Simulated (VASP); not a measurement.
# CoSi2 (d3) (Fm-3m) in VASP: a series of runs, part 2 of 2

VASP 6.6.1. Earlier steps stand in the parts before.

### 3 Relaxation of cell and atoms, PBE+D3(BJ)

This run uses another cell than the first one, of 12.80 Å³/atom, 1.030 times its volume.

File INCAR:

```
SYSTEM = CoSi2
ALGO = Normal ; EDIFF = 1E-7
EDIFFG = -0.002 ; ENCUT = 600
GGA = PE ; IBRION = 2
ISIF = 3 ; ISMEAR = 0
IVDW = 12 ; LASPH = .TRUE.
LCHARG = .FALSE. ; LREAL = .FALSE.
LWAVE = .FALSE. ; NELM = 100
NSW = 100 ; PREC = Accurate
SIGMA = 0.1
```

File KPOINTS:

```
k-points
0
G
  14 14 14
  0 0 0
```

File POSCAR:

```
CoSi2
1.0
    0.0000000000      2.6780000000      2.6780000000
    2.6780000000      0.0000000000      2.6780000000
    2.6780000000      2.6780000000      0.0000000000
Co Si
1 2
Direct
    0.0000000000      0.0000000000      0.0000000000
    0.2500000000      0.2500000000      0.2500000000
    0.7500000000      0.7500000000      0.7500000000
```

Potentials or basis: VASP PAW PBE potentials, release 64 (Co, Si).

Started as:

```
cat potpaw_PBE.64/Co/POTCAR potpaw_PBE.64/Si/POTCAR > POTCAR
mpirun -np 1 vasp_std > vasp.out
```

OUTCAR:

```text
SYSTEM = CoSi2
   EDIFF = 1E-7
   EDIFFG = -0.002
   ENCUT = 600
   GGA = PE
   IBRION = 2
   ISIF = 3
   ISMEAR = 0
   IVDW = 12
   LASPH = .TRUE.
   LREAL = .FALSE.
   NELM = 100
   NSW = 100
   PREC = Accurate
 IVDW          = 12

 ion  position               nearest neighbor table
   1  0.000  0.000  0.000-   3 2.32   2 2.32   3 2.32   2 2.32   3 2.32   3 2.32   2 2.32   2 2.32

   2  0.250  0.250  0.250-   1 2.32   1 2.32   1 2.32   1 2.32   3 2.68   3 2.68   3 2.68   3 2.68
                             3 2.68   3 2.68
   3  0.750  0.750  0.750-   1 2.32   1 2.32   1 2.32   1 2.32   2 2.68   2 2.68   2 2.68   2 2.68
                             2 2.68   2 2.68

  LATTYP: Found a face centered cubic cell.
 ALAT       =     5.3560000000

  Lattice vectors:

 A1 = (   0.0000000000,   2.6780000000,   2.6780000000)
 A2 = (   2.6780000000,   0.0000000000,   2.6780000000)
 A3 = (   2.6780000000,   2.6780000000,   0.0000000000)

Analysis of symmetry for initial positions (statically):
=====================================================================
 Subroutine PRICEL returns:
 Original cell was already a primitive cell.

 Routine SETGRP: Setting up the symmetry group for a
 face centered cubic supercell.

 Subroutine GETGRP returns: Found 48 space group operations
 (whereof 48 operations were pure point group operations)
 out of a pool of 48 trial point group operations.

The static configuration has the point symmetry O_h .

Analysis of symmetry for dynamics (positions and initial velocities):
=====================================================================
 Subroutine PRICEL returns:
 Original cell was already a primitive cell.

 Routine SETGRP: Setting up the symmetry group for a
 face centered cubic supercell.

 Subroutine GETGRP returns: Found 48 space group operations
 (whereof 48 operations were pure point group operations)
 out of a pool of 48 trial point group operations.

The dynamic configuration has the point symmetry O_h .

 Subroutine INISYM returns: Found 48 space group operations
 (whereof 48 operations are pure point group operations),
 and found     1 'primitive' translations

----------------------------------------------------------------------------------------

                                     Primitive cell
[... 114 lines left out ...]
  volume/ion in A,a.u.               =      12.80        86.40
  Fermi-wavevector in a.u.,A,eV,Ry     =   1.247586  2.357596 21.177078  1.556471
  Thomas-Fermi vector in A             =   2.381712
   LORBIT       =      0    0 simple, 1 ext, 2 COOP (PROOUT), +10 PAW based schemes
   GGA     = PE    functional components
   LHFCALC =     F    Hartree Fock is set to
   AEXX    =    0.0000 exact exchange contribution
   IVDW    =    12    specifies the selected vdW correction
   LEPSILON=     F    determine dielectric tensor
   LRPA    =     F    only Hartree local field effects (RPA)
 conjugate gradient relaxation of ions
 non-spin polarized calculation
 Gauss-broadening in eV      SIGMA  =   0.10
  energy-cutoff  :      600.00
  volume of cell :       38.41
 maximum number of plane-waves:      1307
   NGX = 15   NGY = 15   NGZ = 15

--------------------------------------- Ionic step        1  -------------------------------------------

 number of electron      17.0000005 magnetization

 Free energy of the ion-electron system (eV)
  ---------------------------------------------------
  ext. energy  EPLUGINS =         0.00000000
  ---------------------------------------------------
  free energy    TOTEN  =       -19.29730945 eV

  energy without entropy =      -19.29215248  energy(sigma->0) =      -19.29473097

------------------------ aborting loop because EDIFF is reached ----------------------------------------

 Edisp (eV)   -1.32639

 E8    (eV) :    -0.5583
[... 196 lines left out ...]
--------------------------------------- Ionic step        6  -------------------------------------------

 number of electron      16.9999999 magnetization

 Free energy of the ion-electron system (eV)
  ---------------------------------------------------
  ext. energy  EPLUGINS =         0.00000000
  ---------------------------------------------------
  free energy    TOTEN  =       -19.27544468 eV

  energy without entropy =      -19.27039323  energy(sigma->0) =      -19.27291896

 E-fermi :  10.5196     XC(G=0): -11.8862

 val. band max:       10.4278112405   @ k =   0.4286   0.0714   0.0000
 cond. band min:      10.5196545229   @ k =   0.4286   0.2143   0.0714
 fundamental gap:      0.0918432824
 Fermi energy:        10.5195680124

 k-point     1 :       0.0000    0.0000    0.0000
  band No.  band energies     occupation
      1      -2.8548      2.00000
      2       6.2915      2.00000
      3       6.2915      2.00000
      4       6.2915      2.00000
      5       8.4975      2.00000
      6       8.4975      2.00000
      7      11.5676      0.00000
      8      13.9639      0.00000
      9      13.9639      0.00000
     10      13.9639      0.00000
     11      14.0367      0.00000
     12      14.0367      0.00000
[... 331 lines left out ...]
 k-point    24 :       0.2857    0.1429    0.0000
  band No.  band energies     occupation
      1      -1.7077      2.00000
      2       4.5551      2.00000
      3       6.4369      2.00000
      4       6.5103      2.00000
      5       7.6571      2.00000
      6       8.6853      2.00000
      7       9.5823      2.00000
      8      10.6114      0.19397
      9      11.2846      0.00000
     10      12.5789      0.00000
     11      14.7170      0.00000
     12      15.5399      0.00000

 [... further k-points ...]

------------------------ aborting loop because EDIFF is reached ----------------------------------------

 Edisp (eV)   -1.36848

 E8    (eV) :    -0.5762
[... 26 lines left out ...]
  FREE ENERGIE OF THE ION-ELECTRON SYSTEM (eV)
  ---------------------------------------------------
  free  energy   TOTEN  =       -20.6439249773 eV

  energy  without entropy=      -20.6388735353  energy(sigma->0) =      -20.64139926

 reached required accuracy - stopping structural energy minimisation
```

OSZICAR:

```text
N       E                     dE             d eps       ncg     rms          rms(c)
DAV:   1     0.765308580935E+02    0.76531E+02   -0.78272E+03  2496   0.152E+03
DAV:   2    -0.158831262643E+02   -0.92414E+02   -0.86668E+02  2524   0.272E+02
DAV:   3    -0.205992602896E+02   -0.47161E+01   -0.45204E+01  3248   0.704E+01
DAV:   4    -0.207120769736E+02   -0.11282E+00   -0.11255E+00  3016   0.102E+01
[... 55 lines left out ...]
DAV:   2    -0.192757133856E+02   -0.20009E-03   -0.21331E-03  3300   0.103E+00    0.133E-01
DAV:   3    -0.192754455631E+02    0.26782E-03   -0.10814E-03  3256   0.744E-01    0.141E-02
DAV:   4    -0.192754449959E+02    0.56716E-06   -0.18614E-05  2584   0.391E-02    0.499E-03
DAV:   5    -0.192754446814E+02    0.31450E-06   -0.94845E-07  3536   0.190E-02    0.171E-03
DAV:   6    -0.192754446761E+02    0.53508E-08   -0.56892E-08  1364   0.364E-03
   6 F= -.20643925E+02 E0= -.20641399E+02  d E =-.432994E-05
```

CONTCAR:

```text
CoSi2
   1.00000000000000
    -0.0000000000000000    2.6510967117508755    2.6510967117508755
     2.6510967117508755    0.0000000000000000    2.6510967117508755
     2.6510967117508755    2.6510967117508755   -0.0000000000000000
  Co              Si
     1     2
Direct
     0.0000000000000000    1.0000000000000000    0.0000000000000000
     0.2500000000000000    0.2500000000000000    0.2500000000000000
     0.7500000000000000    0.7500000000000000    0.7500000000000000

  0.00000000E+00  0.00000000E+00  0.00000000E+00
  0.00000000E+00  0.00000000E+00  0.00000000E+00
  0.00000000E+00  0.00000000E+00  0.00000000E+00
```

Wall time 2.2 min (1 thread of Intel Xeon Platinum 8488C (Sapphire Rapids), shared host); peak memory 0.23 GiB.

Results:

| Quantity | Value |
| --- | --- |
| Free energy | -20.6439 eV |
| Relaxed volume | 12.42 Å³/atom |
| Relaxed cell | a = 3.749 Å, b = 3.749 Å, c = 3.749 Å, α = 60.00°, β = 60.00°, γ = 60.00° |
| Space group after relaxing (to 0.05 Å) | Fm-3m (No. 225) |
| Energy gained by relaxing | 6.7 meV/atom |
| Ionic steps | 6 |
| Pressure after relaxing | 0.0 GPa |
| Band gap on the k mesh | none (metal or under the smearing width) |
| Dispersion energy per atom | -0.456 eV |

The path:
| step | energy change (eV) | largest force (eV/Å) | pressure (GPa) | volume (Å³) |
| --- | --- | --- | --- | --- |
| 1 | 0.0000 | 0.0000 | -5.49 | 38.41 |
| 2 | 0.0066 | 0.0000 | 7.14 | 36.02 |
| 3 | -0.0202 | 0.0000 | -0.03 | 37.27 |
| 4 | -0.0202 | 0.0000 | 0.10 | 37.25 |
| 5 | -0.0202 | 0.0000 | -0.10 | 37.29 |
| 6 | -0.0202 | 0.0000 | 0.02 | 37.27 |

Final structure:
```
Co Si
1.0
     0.00000    2.65110    2.65110
     2.65110    0.00000    2.65110
     2.65110    2.65110    0.00000
Co Si
1 2
Direct
  0.00000 0.00000 0.00000
  0.25000 0.25000 0.25000
  0.75000 0.75000 0.75000
```

Caveat: pairwise dispersion overbinds metals, which lowers pressure and volume. Spin polarisation is off, so any magnetic state and its effect on volume and gap are missing.

### 4 Single point, PBE+D3(BJ)

This run uses another cell than the first one, of 12.80 Å³/atom, 1.030 times its volume.

File INCAR:

```
  PREC = Accurate
  ENCUT = 520
  EDIFF = 1E-6
  ISMEAR = 0
  SIGMA = 0.1
  LREAL = False
  LASPH = True
  NELM = 100
  ALGO = Normal
  ISIF = 2
  LWAVE = False
  LCHARG = False
  GGA = PE
  IVDW = 12
  NBANDS = 16
```

File KPOINTS:

```
regular mesh
0
Gamma
  6 6 6
```

POSCAR is that of step 3.

Started as:

```
cat potpaw_PBE.64/Co/POTCAR potpaw_PBE.64/Si/POTCAR > POTCAR
mpirun -np 1 vasp_std > vasp.out
```

Run time: 7.7 s. Hardware: 1 thread of Intel Xeon Platinum 8488C (Sapphire Rapids), shared host; peak memory 0.17 GiB.

Results (log left out):

- Free energy: -20.6164 eV
- Pressure: -5.5 GPa
- Band gap on the k mesh: none (metal or under the smearing width)
- Dispersion energy per atom: -0.442 eV

Levels at points of the mesh, in eV from the Fermi level:
```tsv
k point	band 6	band 7	band 8	band 9	band 10	band 11	band 12	band 13
(0.00, 0.00, 0.00)	-2.03	0.63	3.28	3.28	3.28	3.32	3.32	3.32
(0.50, 0.00, 0.00)	-1.75	-1.75	-0.60	-0.60	2.56	3.28	3.28	4.22
(0.50, 0.50, 0.00)	-2.08	-2.08	-2.04	-1.46	1.45	2.80	8.42	9.45
```

Caveat: pairwise dispersion overbinds metals, which lowers pressure and volume. Spin polarisation is off, so any magnetic state and its effect on volume and gap are missing.

### 5 The runs side by side

| task | cell | k mesh | cutoff (eV) | gap on the mesh (eV) | pressure (GPa) |
| --- | --- | --- | --- | --- | --- |
| single point | Fm-3m, 12.43 Å³/atom | 14 × 14 × 14 | 520 | none | -0.2 |
| relaxation of cell and atoms | relaxed | 14 × 14 × 14 | 600 | none | 0.0 |
| single point | Fm-3m, 12.8 Å³/atom | 6 × 6 × 6 | 520 | none | -5.5 |

Alike in all rows: level PBE+D3(BJ); potentials or basis VASP PAW PBE potentials, release 64 (Co, Si); no spin polarisation; smearing gaussian 0.1 eV.

Caveats: pairwise dispersion overbinds metals, which lowers pressure and volume.

Total energies depend on the potentials used, so only differences within one code and one set of settings carry meaning.
